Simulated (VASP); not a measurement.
**VASP 6.6.1, r²SCAN single-point calculation, SrCl₂ (fluorite)**

INCAR

```
ISMEAR = 0
ENCUT = 520
IBRION = -1
ISIF = 2
LASPH = .TRUE.
EDIFF = 1E-7
NBANDS = 19
LREAL = .FALSE.
ALGO = Normal
METAGGA = R2SCAN
NSW = 0
SIGMA = 0.01
PREC = Accurate
NELM = 120
LCHARG = .FALSE.
LWAVE = .FALSE.
```

KPOINTS

```
KPOINTS created by Atomic Simulation Environment
0
Gamma
6 6 6
0 0 0
```

KPOINTS_OPT

```
special points
7
Reciprocal
0.0000000000 0.0000000000 0.0000000000 1
0.5000000000 0.0000000000 0.5000000000 1
0.6250000000 0.2500000000 0.6250000000 1
0.3750000000 0.3750000000 0.7500000000 1
0.5000000000 0.5000000000 0.5000000000 1
0.5000000000 0.2500000000 0.7500000000 1
0.0000000000 0.5000000000 0.5000000000 1
```

POSCAR

```
Sr Cl
 1.0000000000000000
    -0.0000000000000000    3.4977180852531600    3.4977180852531600
     3.4977180852531600    0.0000000000000000    3.4977180852531600
     3.4977180852531600    3.4977180852531600    0.0000000000000000
 Sr  Cl
   1   2
Cartesian
  0.0000000000000000 -0.0000000000000000 -0.0000000000000000
  1.7488590426265800  1.7488590426265800  1.7488590426265800
  5.2465771278797408  5.2465771278797408  5.2465771278797408
```

VASP ran with the recommended PBE PAW datasets (24 valence electrons in the cell).

Command

```
mpirun -np 1 vasp_std
```

OSZICAR

```
N       E                     dE             d eps       ncg     rms          rms(c)
DAV:   1     0.114720831750E+03    0.11472E+03   -0.11769E+04   608   0.116E+03
DAV:   2    -0.330207802567E+02   -0.14774E+03   -0.14156E+03   798   0.227E+02
DAV:   3    -0.422935085117E+02   -0.92727E+01   -0.92402E+01   850   0.564E+01
DAV:   4    -0.425615218187E+02   -0.26801E+00   -0.26711E+00   960   0.798E+00
DAV:   5    -0.425650557332E+02   -0.35339E-02   -0.35334E-02   835   0.893E-01    0.114E+01
DAV:   6    -0.357065400930E+02    0.68585E+01   -0.21257E+00   916   0.936E+00    0.697E+00
DAV:   7    -0.356860306371E+02    0.20509E-01   -0.58895E-01   789   0.500E+00    0.260E+00
DAV:   8    -0.356958188119E+02   -0.97882E-02   -0.36350E-02   736   0.137E+00    0.986E-01
DAV:   9    -0.356962677571E+02   -0.44895E-03   -0.11810E-02   652   0.650E-01    0.246E-01
DAV:  10    -0.356966002808E+02   -0.33252E-03   -0.44768E-04   801   0.135E-01    0.993E-02
DAV:  11    -0.356970158510E+02   -0.41557E-03   -0.32722E-04   653   0.136E-01    0.374E-02
DAV:  12    -0.356970265461E+02   -0.10695E-04   -0.85621E-06   889   0.201E-02    0.845E-03
DAV:  13    -0.356970324125E+02   -0.58664E-05   -0.53697E-06   665   0.157E-02    0.439E-03
DAV:  14    -0.356970323772E+02    0.35330E-07   -0.26255E-07   940   0.309E-03
   1 F= -.35697032E+02 E0= -.35697032E+02  d E =-.339292E-22
       N       E                     dE             ncg
DAV:   1     0.839805594857E+02   -0.46755E+04      266
DAV:   2    -0.984771657679E+03   -0.10688E+04      363
DAV:   3    -0.104853436345E+04   -0.63763E+02      385
DAV:   4    -0.104970692837E+04   -0.11726E+01      404
DAV:   5    -0.104974367053E+04   -0.36742E-01      393
DAV:   6    -0.104974392957E+04   -0.25903E-03      380
DAV:   7    -0.104974393789E+04   -0.83253E-05      404
DAV:   8    -0.104974393795E+04   -0.63700E-07      340
```

From OUTCAR

```
k-points           NKPTS =     16   k-points in BZ     NKDIM =     16   number of bands    NBANDS=     19

   NELECT =      24.0000    total number of electrons

   dimension x,y,z NGX =    40 NGY =   40 NGZ =   40
   dimension x,y,z NGXF=    80 NGYF=   80 NGZF=   80

  energy-cutoff  :      520.00
  volume of cell :       85.58
      direct lattice vectors                 reciprocal lattice vectors
     0.000000000  3.497718085  3.497718085    -0.142950343  0.142950343  0.142950343
     3.497718085  0.000000000  3.497718085     0.142950343 -0.142950343  0.142950343
     3.497718085  3.497718085  0.000000000     0.142950343  0.142950343 -0.142950343

 k-points in reciprocal lattice and weights: KPOINTS created by Atomic Simulation Env
   0.00000000  0.00000000  0.00000000       0.005
   0.16666667  0.00000000  0.00000000       0.037
   0.33333333  0.00000000  0.00000000       0.037
   0.50000000  0.00000000  0.00000000       0.019
   0.16666667  0.16666667  0.00000000       0.028
   0.33333333  0.16666667  0.00000000       0.111
   0.50000000  0.16666667  0.00000000       0.111
  -0.33333333  0.16666667  0.00000000       0.111
   ...

 E-fermi :  -0.2085

 k-point     1 :       0.0000    0.0000    0.0000
  band No.  band energies     occupation
      1     -34.2502      2.00000
      2     -15.6167      2.00000
      3     -15.6167      2.00000
      4     -15.6167      2.00000
      5     -14.1358      2.00000
      6     -13.2776      2.00000
      7      -2.3959      2.00000
      8      -2.3959      2.00000
      9      -2.3959      2.00000
     10      -0.6187      2.00000
     11      -0.6187      2.00000
     12      -0.6187      2.00000
     13       5.6631      0.00000
     14       6.4181      0.00000
     15       6.4181      0.00000
     16       9.3373      0.00000
     17       9.3373      0.00000
     18       9.3373      0.00000
     19       9.7467      0.00000

 k-point     2 :       0.1667    0.0000    0.0000
  band No.  band energies     occupation
      1     -34.2494      2.00000
      2     -15.7099      2.00000
      3     -15.6200      2.00000
      4     -15.6200      2.00000
      5     -13.9801      2.00000
      6     -13.3347      2.00000
      7      -2.2949      2.00000
      8      -2.2949      2.00000
      9      -2.2144      2.00000
     10      -0.9134      2.00000
     11      -0.7649      2.00000
     12      -0.7649      2.00000
     13       6.2327      0.00000
     14       6.6175      0.00000
     15       6.6175      0.00000
     16       8.3753      0.00000
     17       9.1227      0.00000
     18       9.1227      0.00000
     19      10.2191      0.00000

 k-point     3 :       0.3333    0.0000    0.0000
  band No.  band energies     occupation
      1     -34.2478      2.00000
      2     -15.8544      2.00000
      3     -15.6266      2.00000
      4     -15.6266      2.00000
      5     -13.7632      2.00000
      6     -13.3876      2.00000
      7      -2.0380      2.00000
      8      -2.0380      2.00000
      9      -1.8664      2.00000
     10      -1.4196      2.00000
     11      -1.0939      2.00000
     12      -1.0939      2.00000
     13       6.9243      0.00000
     14       6.9243      0.00000
     15       7.0691      0.00000
     16       8.4808      0.00000
     17       8.9938      0.00000
     18       8.9938      0.00000
     19       9.4514      0.00000

 k-point     4 :       0.5000    0.0000    0.0000
  band No.  band energies     occupation
      1     -34.2470      2.00000
      2     -15.9132      2.00000
      3     -15.6298      2.00000
      4     -15.6298      2.00000
      5     -13.7333      2.00000
      6     -13.3444      2.00000
      7      -1.8292      2.00000
      8      -1.8292      2.00000
      9      -1.7432      2.00000
     10      -1.6037      2.00000
     11      -1.3309      2.00000
     12      -1.3309      2.00000
     13       7.0125      0.00000
     14       7.0125      0.00000
     15       7.9452      0.00000
     16       7.9529      0.00000
     17       9.0337      0.00000
     18       9.0337      0.00000
     19       9.3292      0.00000

 k-point     5 :       0.1667    0.1667    0.0000
  band No.  band energies     occupation
      1     -34.2491      2.00000
      2     -15.7329      2.00000
      3     -15.6245      2.00000
      4     -15.6245      2.00000
      5     -13.9236      2.00000
      6     -13.3581      2.00000
      7      -2.3565      2.00000
      8      -2.3565      2.00000
      9      -1.9497      2.00000
     10      -1.3666      2.00000
     11      -0.6048      2.00000
     12      -0.6048      2.00000
     13       6.3181      0.00000
     14       6.6098      0.00000
     15       6.6778      0.00000
     16       8.6738      0.00000
     17       8.6738      0.00000
     18       9.1354      0.00000
     19       9.3925      0.00000

 k-point     6 :       0.3333    0.1667    0.0000
  band No.  band energies     occupation
      1     -34.2478      2.00000
      2     -15.8374      2.00000
      3     -15.6477      2.00000
      4     -15.6318      2.00000
      5     -13.7065      2.00000
      6     -13.4322      2.00000
      7      -2.2367      2.00000
      8      -2.2302      2.00000
      9      -1.9344      2.00000
     10      -1.4620      2.00000
     11      -0.7716      2.00000
     12      -0.7489      2.00000
     13       6.5138      0.00000
     14       7.0166      0.00000
     15       7.1137      0.00000
     16       8.5018      0.00000
     17       8.5782      0.00000
     18       8.9516      0.00000
     19       9.8415      0.00000

 k-point     7 :       0.5000    0.1667    0.0000
  band No.  band energies     occupation
      1     -34.2467      2.00000
      2     -15.8882      2.00000
      3     -15.6890      2.00000
      4     -15.6344      2.00000
      5     -13.6410      2.00000
      6     -13.3904      2.00000
      7      -2.2745      2.00000
      8      -2.0908      2.00000
      9      -1.9716      2.00000
     10      -1.1093      2.00000
     11      -1.0884      2.00000
     12      -0.9670      2.00000
     13       6.5844      0.00000
     14       7.1905      0.00000
     15       7.7810      0.00000
     16       8.2328      0.00000
     17       8.7777      0.00000
     18       9.2623      0.00000
     19       9.5352      0.00000

 k-point     8 :      -0.3333    0.1667    0.0000
  band No.  band energies     occupation
      1     -34.2470      2.00000
      2     -15.8639      2.00000
      3     -15.6963      2.00000
      4     -15.6299      2.00000
      5     -13.6453      2.00000
      6     -13.4118      2.00000
      7      -2.3629      2.00000
      8      -1.9026      2.00000
      9      -1.7170      2.00000
     10      -1.4585      2.00000
     11      -1.3755      2.00000
     12      -0.6945      2.00000
     13       6.5897      0.00000
     14       7.1215      0.00000
     15       7.5771      0.00000
     16       8.3855      0.00000
     17       8.9741      0.00000
     18       9.0868      0.00000
     19       9.6158      0.00000

 k-point     9 :      -0.1667    0.1667    0.0000
  band No.  band energies     occupation
      1     -34.2483      2.00000
      2     -15.7896      2.00000
      3     -15.6531      2.00000
      4     -15.6227      2.00000
      5     -13.7939      2.00000
      6     -13.4014      2.00000
      7      -2.3750      2.00000
      8      -2.0322      2.00000
      9      -1.8387      2.00000
     10      -1.4320      2.00000
     11      -1.1393      2.00000
     12      -0.5832      2.00000
     13       6.6408      0.00000
     14       6.8549      0.00000
     15       6.8626      0.00000
     16       8.4194      0.00000
     17       8.5408      0.00000
     18       9.3224      0.00000
     19      10.2776      0.00000

 k-point    10 :       0.3333    0.3333    0.0000
  band No.  band energies     occupation
      1     -34.2470      2.00000
      2     -15.9089      2.00000
      3     -15.6402      2.00000
      4     -15.6402      2.00000
      5     -13.5427      2.00000
      6     -13.5111      2.00000
      7      -2.5289      2.00000
      8      -2.2476      2.00000
      9      -2.2476      2.00000
     10      -0.9127      2.00000
     11      -0.6271      2.00000
     12      -0.6271      2.00000
     13       6.0532      0.00000
     14       7.3718      0.00000
     15       7.7952      0.00000
     16       8.2814      0.00000
     17       8.3937      0.00000
     18       8.3937      0.00000
     19      10.0825      0.00000

 ...

  Total        0.0142505      0.0142505      0.0142505     -0.0000000      0.0000000     -0.0000000
  in kB        0.2667814      0.2667814      0.2667814     -0.0000000      0.0000000     -0.0000000
  external PRESSURE =       0.2667814 kB  Pullay stress =       0.0000000 kB

 POSITION                                       TOTAL-FORCE (eV/Angst)
 -----------------------------------------------------------------------------------
      0.00000      0.00000      0.00000        -0.000000      0.000000      0.000000
      1.74886      1.74886      1.74886         0.000000     -0.000000     -0.000000
      5.24658      5.24658      5.24658        -0.000000      0.000000      0.000000
 -----------------------------------------------------------------------------------
    total drift:                               -0.000000     -0.000000      0.000000

  FREE ENERGIE OF THE ION-ELECTRON SYSTEM (eV)
  ---------------------------------------------------
  free  energy   TOTEN  =       -35.6970323772 eV

  energy  without entropy=      -35.6970323772  energy(sigma->0) =      -35.69703238
```

| Item | Value |
| --- | --- |
| gap between bands v and c | 5.94 eV |
| least direct gap | 5.99 eV |
| pressure | 0.0 GPa |

Band v is the last that the valence electrons fill when counted band by band, and c is the next.

The run took about 1.8 min on one core of a shared host (Intel Xeon Platinum 8488C) and held 0.25 GiB at most.
